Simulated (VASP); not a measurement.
InPd:

```
CELL_PARAMETERS angstrom
0.00000 2.74607 2.74607
2.74607 0.00000 2.74607
2.74607 2.74607 0.00000
ATOMIC_POSITIONS crystal
In 0.00000 0.00000 0.00000
Pd 0.50000 0.50000 0.50000
```

The cell was built by a generator and needn't be a form met in nature.

* Program: VASP 6.6.1
* Task: relaxation of cell and atoms
* Functional: BLYP
* Potentials or basis: VASP PAW PBE potentials, release 64 (In_d, Pd)
* Cutoff: 600 eV
* k mesh: 8 × 8 × 8
* Occupations: fermi-dirac, width 0.05 eV
* Spin: no spin polarisation

At the start: pressure 6.2 GPa; volume 20.71 Å³/atom.

Question: How do energy, volume and symmetry change on relaxing?

Answer: Over 4 steps the energy falls by 28.4 meV/atom and the volume is 22.36 Å³/atom (+8.0 %); space group Fm-3m (No. 225, to 0.05 Å).

The path:
```
step  energy change (eV)  largest force (eV/Å)  pressure (GPa)  volume (Å³)
   1              0.0000                0.0000            6.24        41.42
   2             -0.0443                0.0000           -2.22        46.44
   3             -0.0567                0.0000            0.07        44.64
   4             -0.0568                0.0000           -0.03        44.71
```

Final structure:
```cif
data_structure
_symmetry_space_group_name_H-M 'P 1'
_symmetry_Int_Tables_number 1
_cell_length_a 3.9839
_cell_length_b 3.9839
_cell_length_c 3.9839
_cell_angle_alpha 60.000
_cell_angle_beta 60.000
_cell_angle_gamma 60.000
_cell_volume 44.71
loop_
_atom_site_label
_atom_site_type_symbol
_atom_site_fract_x
_atom_site_fract_y
_atom_site_fract_z
_atom_site_occupancy
In1 In 0.00000 0.00000 0.00000 1
Pd1 Pd 0.50000 0.50000 0.50000 1
```

Caveat: the PAW data sets were made with another functional, which shifts forces and pressure a little.
